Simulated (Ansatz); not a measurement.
Sb:

```
CELL_PARAMETERS angstrom
3.35453 0.00000 0.00000
-1.67727 2.90511 0.00000
0.00000 0.00000 5.47016
ATOMIC_POSITIONS crystal
Sb 0.66667 0.33333 0.75000
Sb 0.33333 0.66667 0.25000
```

This isn't the form of Sb at room conditions, which is rhombohedral.

Base run:

```yaml
Program: Ansatz 0.2.0
Functional: r2SCAN
Potentials_or_basis: Ansatz PAW
Cutoff: 500 eV
Density_cutoff: 2000 eV
k_mesh: 9 × 9 × 5
Occupations: fermi-dirac, width 0.05 eV
Spin: no spin polarisation
```

Its results: band gap on the k mesh none (metal or under the smearing width); pressure 0.7 GPa.

**Question.** The run is repeated on the same cell with these changes: functional from r2SCAN to PBEsol; cutoff from 500 eV to 420 eV; density cutoff from 2000 eV to 1680 eV. What comes out?

**Answer.** Band gap on the k mesh none (metal or under the smearing width); pressure -1.6 GPa.

Caveats: the PAW data sets come from PBE, with cores solved anew for the run's functional, which leaves a small shift of forces and pressure.

Not every run made on this cell is shown here.
